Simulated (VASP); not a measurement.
Crystal: GaAs.

```
As Ga
1.0
     0.00000    2.82685    2.82685
     2.82685    0.00000    2.82685
     2.82685    2.82685    0.00000
As Ga
1 1
Direct
  0.75000 0.75000 0.75000
  0.00000 0.00000 0.00000
```

Base run:

* Program: VASP 6.6.1
* Functional: PBE
* Potentials or basis: VASP PAW PBE potentials, release 54 (As, Ga_d)
* Cutoff: 520 eV
* k mesh: 8 × 8 × 8
* Occupations: fermi-dirac, width 0.05 eV
* Spin: no spin polarisation

Its results: band gap on the k mesh 0.52 eV, direct.

**Question.** The run is repeated on the same cell with these changes: potentials or basis from VASP PAW PBE potentials, release 54 (As, Ga_d) to VASP PAW PBE potentials, release 54 (As, Ga); cutoff from 520 eV to 500 eV; valence electrons from 18 to 8. What comes out?

**Answer.** Band gap on the k mesh 0.58 eV, direct.
